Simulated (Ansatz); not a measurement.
Input and output for TePb: DFT, PBEsol, PAW with Ansatz's default frozen-core files, scalar-relativistic (Ansatz 0.2.0). This run: cell and atoms relaxed.

The cell is Materials Project entry mp-20943, used as a structure alone.

Command: `ansatz run input.yaml --threads 1 --pin off --max-ram 2048MiB --backend cpu --events-out ev --progress --plain --runs-dir out` It took 15 s on 1 thread of Arm Neoverse V1 (shared host), peak memory 0.37 GiB.

```yaml
crystal:
  lattice:
    - [4.002287, 0.0, 0.0]
    - [0.0, 4.002287, 0.0]
    - [0.0, 0.0, 4.002287]
  atoms:
    - { symbol: Te, position: [0.5, 0.5, 0.5] }
    - { symbol: Pb, position: [0.0, 0.0, 0.0] }
kpoints:
  mp_grid: { grid: [10, 10, 10] }
scf:
  occupations: { method: fermi_dirac, width: 0.05 }
hamiltonian:
  xc: pbesol
  pseudopotentials: { kind: paw }
output:
  forces: true
  stress: true
  write_density: true
  write_potential: true
  elf: true
  volumetric_format: npy
relax:
  f_tol: 0.005
  max_steps: 50
  cell: {}
```

Output:

```
Engine: ansatz 0.2.0
Pseudopotentials: kind: paw
Pseudopotential: Te, paw, valence charge 16, recommended cutoff 420 eV (normal), Te.paw.azcp
Pseudopotential: Pb, paw, valence charge 14, recommended cutoff 420 eV (normal), Pb.paw.azcp
Functional definition: PBEsol
  exchange = pbesol_x
  correlation = pbesol_c
Crystal: 2 atoms, lattice volume = 64.110 Å³
Basis set: ecut = 420 eV, 1237 PW (Γ), exchange–correlation on 54×54×54 points (8 copies of the dense FFT grid, shifted against one another)
Bands: 19, of which v1, the nominal top of the filled ones, is band 15 counted from 1 (14 counted from 0)
Symmetry: 48 space group operations
Space group: Pm-3m (ITA 221), of the structure as read, at distance tolerance 4.0e-5 Å
k-points: 56 of 1000
Non-local potential: Te, projectors of the file, l = 0: 2, l = 1: 2, l = 2: 2, l = 3: 2
Non-local potential: Pb, projectors of the file, l = 0: 2, l = 1: 2, l = 2: 2, l = 3: 2
PAW form: soft (Blöchl's): semilocal exchange-correlation on the pseudo side does not see the compensation charge
PAW frozen core: Te, regenerated for the run's functional, and the local potential with it (the file was generated under x = pbe(κ = 0.804, μ = 0.2195149727645171), c = pbe(β = 0.06672455060314922))
PAW frozen core: Pb, regenerated for the run's functional, and the local potential with it (the file was generated under x = pbe(κ = 0.804, μ = 0.2195149727645171), c = pbe(β = 0.06672455060314922))
PAW one-centre angular grid: Te, 590 points (default); XC on 64 Gauss nodes
PAW one-centre angular grid: Pb, 590 points (default); XC on 64 Gauss nodes
Initial density: superposition of atomic densities (neutral atoms: chi_scale 0, normalization atom), corrected by the library's trained network
Initial wavefunctions: pseudopotential atomic-orbital guess
Functional: x = pbesol(κ = 0.804, μ = 0.12345679012345678), c = pbesol(β = 0.046)
SCF iter   1: F=—  HF=-18656.777645 eV  |F-HF|=—  |Δ(HF+E_count)|=         —  Δρ=3.23e-3  dr2=1.50e-2  ethr=1.77e-3  ⟨swp⟩=6.6  Hψ=5531  notcnv=0
preconditioner: auto → Kerker (q_TF=auto, 2.404 Å⁻¹)  [metal: Δε(μ)=0.050 eV  Ē_g=14.610 eV  σ=0.050 eV  W_gap=0.24  n_scr=18 (ndim 8)  ℏωp=20.7 eV  f_vac=0.000  D(μ)=1.39/eV (n_scr^D=6)]
SCF iter   2: F=—  HF=-18656.773081 eV  |F-HF|=—  |Δ(HF+E_count)|=   4.56e-3  Δρ=1.80e-3  dr2=4.33e-3  ethr=4.99e-5  ⟨swp⟩=2.0  Hψ=1718  notcnv=0
SCF iter   3: F=—  HF=-18656.772136 eV  |F-HF|=—  |Δ(HF+E_count)|=   9.45e-4  Δρ=3.57e-4  dr2=8.23e-5  ethr=1.44e-5  ⟨swp⟩=2.7  Hψ=1646  notcnv=0
SCF iter   4: F=—  HF=-18656.772149 eV  |F-HF|=—  |Δ(HF+E_count)|=   1.33e-5  Δρ=1.19e-4  dr2=1.11e-5  ethr=2.74e-7  ⟨swp⟩=2.3  Hψ=1825  notcnv=0
SCF iter   5: F=—  HF=-18656.772151 eV  |F-HF|=—  |Δ(HF+E_count)|=   2.23e-6  Δρ=3.61e-5  dr2=8.22e-7  ethr=3.69e-8  ⟨swp⟩=2.0  Hψ=1196  notcnv=0
SCF iter   6: F=-18656.772152 eV  HF=-18656.772152 eV  |F-HF|=7.32e-9  |Δ(HF+E_count)|=   4.76e-7  Δρ=7.22e-6  dr2=2.45e-8  ethr=3.33e-10  ⟨swp⟩=9.8  Hψ=6935  notcnv=0
SCF 1 converged in 6 iterations: F = -18656.772152 eV  dr2 = 2.45e-8
  greatest PAW one-centre occupation: 0.998 electrons in one spin orbital (limit 2), on the Te atom at site 0 (counted from 0), in its partial waves of l = 2
relax step   1: F+E_penalty+E_count = -18656.77215157 eV  Δ(F+E_penalty+E_count) = +0.000e0 eV  max|allowed force component| = 3.668e-29 eV/Å  Δτ_max = 0.0000 Å  P = -2.877 GPa  Ω = 64.110 Å³  (6 SCF iters, dr2 threshold 1.00e-7 eV, accepted)
Crystal: 2 atoms, lattice volume = 59.650 Å³
Basis set: ecut = 420 eV, 1189 PW (Γ), exchange–correlation on 54×54×54 points (8 copies of the dense FFT grid, shifted against one another)
Initial density: handed on by an earlier stage of this run
Initial wavefunctions: those handed on with the density
iter 1 solved again at ethr=3.58e-6 eV; its pass at ethr=3.10e-3 eV (dr2=1.08e-3 eV) is discarded
SCF iter   1: F=—  HF=-18656.815214 eV  |F-HF|=—  |Δ(HF+E_count)|=         —  Δρ=1.14e-3  dr2=1.10e-3  ethr=3.58e-6  ⟨swp⟩=3.5  Hψ=8081  notcnv=0
preconditioner: auto → Kerker (q_TF=auto, 2.433 Å⁻¹)  [metal: Δε(μ)=0.036 eV  Ē_g=14.832 eV  σ=0.050 eV  W_gap=0.18  n_scr=18 (ndim 8)  ℏωp=21.5 eV  f_vac=0.000  D(μ)=1.34/eV (n_scr^D=6)]
SCF iter   2: F=—  HF=-18656.815100 eV  |F-HF|=—  |Δ(HF+E_count)|=   1.15e-4  Δρ=6.57e-4  dr2=3.94e-4  ethr=3.58e-6  ⟨swp⟩=1.0  Hψ=1064  notcnv=0
SCF iter   3: F=—  HF=-18656.815053 eV  |F-HF|=—  |Δ(HF+E_count)|=   4.63e-5  Δρ=1.37e-4  dr2=1.49e-5  ethr=1.31e-6  ⟨swp⟩=2.1  Hψ=1256  notcnv=0
SCF iter   4: F=—  HF=-18656.815065 eV  |F-HF|=—  |Δ(HF+E_count)|=   1.19e-5  Δρ=4.68e-5  dr2=1.68e-6  ethr=4.95e-8  ⟨swp⟩=2.3  Hψ=1487  notcnv=0
SCF iter   5: F=-18656.815065 eV  HF=-18656.815065 eV  |F-HF|=5.00e-8  |Δ(HF+E_count)|=   8.42e-8  Δρ=6.96e-6  dr2=4.66e-8  ethr=6.67e-10  ⟨swp⟩=9.8  Hψ=7442  notcnv=0
SCF 2 converged in 5 iterations: F = -18656.815065 eV  dr2 = 4.66e-8
relax step   2: F+E_penalty+E_count = -18656.81506506 eV  Δ(F+E_penalty+E_count) = -4.291e-2 eV  max|allowed force component| = 1.381e-30 eV/Å  Δτ_max = 0.0000 Å  P = +0.030 GPa  Ω = 59.650 Å³  energy of the carried Pulay correction = +6.845e-4 eV  (5 SCF iters, dr2 threshold 2.00e-7 eV, accepted)
Initial wavefunctions: pseudopotential atomic-orbital guess (no wavefunctions were taken with the density)
iter 1 solved again at ethr=2.58e-7 eV; its pass at ethr=3.10e-3 eV (dr2=7.75e-5 eV) is discarded
SCF iter   1: F=—  HF=-18656.814412 eV  |F-HF|=—  |Δ(HF+E_count)|=         —  Δρ=8.56e-5  dr2=7.97e-7  ethr=2.58e-7  ⟨swp⟩=3.4  Hψ=8553  notcnv=0
preconditioner: auto → Kerker (q_TF=auto, 2.433 Å⁻¹)  [metal: Δε(μ)=0.022 eV  Ē_g=14.833 eV  σ=0.050 eV  W_gap=0.11  n_scr=18 (ndim 8)  ℏωp=21.5 eV  f_vac=0.000  D(μ)=1.35/eV (n_scr^D=6)]
SCF iter   2: F=—  HF=-18656.814422 eV  |F-HF|=—  |Δ(HF+E_count)|=   1.07e-5  Δρ=4.47e-5  dr2=2.08e-7  ethr=2.66e-9  ⟨swp⟩=2.1  Hψ=1894  notcnv=0
SCF iter   3: F=—  HF=-18656.814423 eV  |F-HF|=—  |Δ(HF+E_count)|=   1.46e-7  Δρ=5.82e-6  dr2=5.86e-9  ethr=6.94e-10  ⟨swp⟩=2.7  Hψ=2058  notcnv=0
SCF iter   4: F=—  HF=-18656.814423 eV  |F-HF|=—  |Δ(HF+E_count)|=   1.94e-9  Δρ=7.95e-7  dr2=2.67e-10  ethr=1.95e-11  ⟨swp⟩=2.3  Hψ=1435  notcnv=0
SCF iter   5: F=—  HF=-18656.814423 eV  |F-HF|=—  |Δ(HF+E_count)|=  5.46e-11  Δρ=2.09e-7  dr2=2.75e-11  ethr=1.00e-12  ⟨swp⟩=7.6  Hψ=6099  notcnv=0
SCF iter   6: F=-18656.814423 eV  HF=-18656.814423 eV  |F-HF|=0.00e0  |Δ(HF+E_count)|=  3.64e-12  Δρ=4.83e-8  dr2=2.03e-12  ethr=1.00e-12  ⟨swp⟩=5.8  Hψ=4258  notcnv=0
SCF 3 converged in 6 iterations: F = -18656.814423 eV  dr2 = 2.03e-12
relax step   3: F+E_penalty+E_count = -18656.81442252 eV  Δ(F+E_penalty+E_count) = +6.425e-4 eV  max|allowed force component| = 1.315e-30 eV/Å  Δτ_max = 0.0000 Å  P = +0.026 GPa  Ω = 59.650 Å³  stress off target by 2.55e-2 GPa  SCF on the basis re-selected at this cell (its energy is not comparable with the rows above)  (6 SCF iters)
basis re-selected at this cell: Δ(F+E_penalty+E_count) = +6.425e-4 eV, ΔP = -0.004 GPa vs the last step (what re-selecting the basis moved, of the pressure what is left beyond the Pulay correction that the steps carried, after the strain that the cell walked since its last selection, with what the two solves' SCF thresholds leave and, on support functions, any second-order correction that the steps lacked; it is no measure of the basis error at this ecutwfc). This SCF's stress stands 2.55e-2 GPa from its target on what of the cell is left free (relax.cell.stress_tol is 5.00e-2 GPa) and its largest allowed force component is 1.31e-30 eV/Å (relax.f_tol is 5.00e-3 eV/Å): within both
SCF converged after 6 iterations
Free energy (F): -18656.814423 eV
Harris-Foulkes:  -18656.814423 eV  (|F-HF|=0.00e0)
Internal energy: -18656.803634 eV  (E = F + TS)
E sigma→0 (E₀):  -18656.809028 eV
Entropy (-TS):   -0.010789 eV (-5.394 meV/atom)
Fermi energy:    10.450388 eV
--- Per-component energies (eV) ---
  E_band       = -269.025446
  E_kinetic    = 469.107239
  E_local      = -2095.096328  (includes V_loc(G=0)·N_el)
  E_nonlocal   = 44.083964
  E_hartree    = 1131.844268
  E_xc         = -343.107030
  E_vxc        = -237.732382  (∫ρ·V_xc dr)
  E_paw        = -14838.884912  (= ΣΔE_a)
  E_vpaw       = -713.076329  (= ΣTr[D̂ρ^β])
  E_aug_tail   = -0.000103  (compensation charges beyond the density's cutoff)
  E_ewald      = -3025.187664
  E_core_change = 0.436932  (= ΣΔE_core)
  E_smearing   = -0.010789  (= −TS)
  E_closure    = 0.000000  (closes the sum)
  Σ components = -18656.814423   (vs F -18656.814423, Δ=0.00e0)
--- Forces (eV/Å), atoms counted from 1 ---
  atom   1  Te     0.00000000     0.00000000     0.00000000
  atom   2  Pb    -0.00000000     0.00000000     0.00000000
  max |Σ_I F_I| component: 3.16e-30 eV/Å
--- Stress (GPa, compression-positive) ---
        0.025539       0.000000       0.000000
        0.000000       0.025539      -0.000000
        0.000000      -0.000000       0.025539
  P = ⅓ Tr σ = 0.0255 GPa (0.255 kbar)
--- Band table (eV; the first three rows and the last of 56) ---
  k-point 0: bands = ["-25.8721", "-25.8721", "-25.8692", "-25.8692", "-25.8692", "-6.4859", "-6.4859", "-6.3818", "-6.3818", "-6.3818", "-2.1371", "3.9812", "8.7988", "8.7988", "8.7988", "14.4153", "14.4153", "16.2603", "16.2603"]
  k-point 1: bands = ["-25.8720", "-25.8715", "-25.8693", "-25.8693", "-25.8692", "-6.4854", "-6.4773", "-6.3851", "-6.3851", "-6.3815", "-2.0496", "3.7696", "8.7309", "8.8972", "8.8972", "14.4882", "14.7905", "15.7879", "15.9573"]
  k-point 2: bands = ["-25.8720", "-25.8702", "-25.8697", "-25.8697", "-25.8692", "-6.4842", "-6.4548", "-6.3939", "-6.3939", "-6.3810", "-1.7921", "3.1852", "8.7120", "9.1831", "9.1831", "14.0607", "14.7043", "15.1761", "15.1761"]
  k-point 55: bands = ["-25.8718", "-25.8718", "-25.8718", "-25.8636", "-25.8636", "-6.4563", "-6.4563", "-6.4563", "-6.3372", "-6.3372", "0.6880", "3.5033", "7.8107", "7.8107", "7.8107", "9.2628", "9.2628", "9.2628", "24.7582"]
--- Relaxed structure (2 steps of the walk, 2 accepted, 1 SCFs on fresh bases) ---
  F+E_penalty+E_count = -18656.81442252 eV   max|allowed force component| = 1.315e-30 eV/Å   (the final SCF, on the basis selected at the relaxed cell)
  cell:  # Å, volume = 59.6500 Å³
    - [3.90724010550215, 5.135813185032629e-34, 1.1555579666323415e-33]
    - [1.0271626370065257e-33, 3.90724010550215, 0.0]
    - [1.1555579666323415e-33, 0.0, 3.90724010550215]
  atoms:
    - { symbol: Te, position: [0.5, 0.5, 0.5] }
    - { symbol: Pb, position: [-6.416098077215138e-35, 5.51383428510676e-36, 6.0150919473891926e-36] }
```

Next run, as changes to the input before:

```diff
   lattice:
-    - [4.002287, 0.0, 0.0]
-    - [0.0, 4.002287, 0.0]
-    - [0.0, 0.0, 4.002287]
+    - [3.9072401055, 0.0, 0.0]
+    - [0.0, 3.9072401055, 0.0]
+    - [0.0, 0.0, 3.9072401055]
   atoms:
   stress: true
+  eigenvalues: true
+  populations: true
   write_density: true
   volumetric_format: npy
-relax:
-  f_tol: 0.005
-  max_steps: 50
-  cell: {}
```

Results part of the output:

```
SCF 1 converged in 7 iterations: F = -18656.814423 eV  dr2 = 9.05e-9
  greatest PAW one-centre occupation: 0.998 electrons in one spin orbital (limit 2), on the Te atom at site 0 (counted from 0), in its partial waves of l = 2
SCF converged after 7 iterations
Free energy (F): -18656.814423 eV
Harris-Foulkes:  -18656.814423 eV  (|F-HF|=1.06e-8)
Internal energy: -18656.803634 eV  (E = F + TS)
E sigma→0 (E₀):  -18656.809028 eV
Entropy (-TS):   -0.010789 eV (-5.394 meV/atom)
Fermi energy:    10.450415 eV
--- Per-component energies (eV) ---
  E_band       = -269.021762
  E_kinetic    = 469.107605
  E_local      = -2095.093300  (includes V_loc(G=0)·N_el)
  E_nonlocal   = 44.082910
  E_hartree    = 1131.841268
  E_xc         = -343.107150
  E_vxc        = -237.732561  (∫ρ·V_xc dr)
  E_paw        = -14838.884132  (= ΣΔE_a)
  E_vpaw       = -713.074287  (= ΣTr[D̂ρ^β])
  E_aug_tail   = -0.000103  (compensation charges beyond the density's cutoff)
  E_ewald      = -3025.187664
  E_core_change = 0.436932  (= ΣΔE_core)
  E_smearing   = -0.010789  (= −TS)
  E_closure    = -0.000000  (closes the sum)
  Σ components = -18656.814423   (vs F -18656.814423, Δ=0.00e0)
--- Forces (eV/Å), atoms counted from 1 ---
  atom   1  Te     0.00000000     0.00000000    -0.00000000
  atom   2  Pb    -0.00000000     0.00000000     0.00000000
  max |Σ_I F_I| component: 2.52e-29 eV/Å
--- Stress (GPa, compression-positive) ---
        0.025526      -0.000000       0.000000
        0.000000       0.025526       0.000000
        0.000000       0.000000       0.025526
  P = ⅓ Tr σ = 0.0255 GPa (0.255 kbar)
--- Band table (eV; the first three rows and the last of 56) ---
  k-point 0: bands = ["-25.8718", "-25.8718", "-25.8690", "-25.8690", "-25.8690", "-6.4858", "-6.4858", "-6.3816", "-6.3816", "-6.3816", "-2.1371", "3.9812", "8.7988", "8.7988", "8.7988", "14.4153", "14.4153", "16.2603", "16.2603"]
  k-point 1: bands = ["-25.8718", "-25.8713", "-25.8691", "-25.8691", "-25.8690", "-6.4853", "-6.4772", "-6.3850", "-6.3850", "-6.3814", "-2.0496", "3.7697", "8.7309", "8.8972", "8.8972", "14.4882", "14.7905", "15.7880", "15.9574"]
  k-point 2: bands = ["-25.8718", "-25.8699", "-25.8694", "-25.8694", "-25.8690", "-6.4841", "-6.4547", "-6.3938", "-6.3938", "-6.3809", "-1.7921", "3.1852", "8.7121", "9.1831", "9.1831", "14.0607", "14.7044", "15.1761", "15.1761"]
  k-point 55: bands = ["-25.8716", "-25.8716", "-25.8716", "-25.8634", "-25.8634", "-6.4561", "-6.4561", "-6.4561", "-6.3370", "-6.3370", "0.6880", "3.5033", "7.8107", "7.8107", "7.8107", "9.2628", "9.2628", "9.2628", "24.7582"]
--- Löwdin populations: 2 sites ---
  site symbol       q [e]
     0     Te     16.0876
     1     Pb     13.8320
  spilling = 0.002682 (of n_electrons = 30.000000)
```

Spin–orbit coupling is left out, which matters for the heavy atoms. The PAW files were made under PBE.
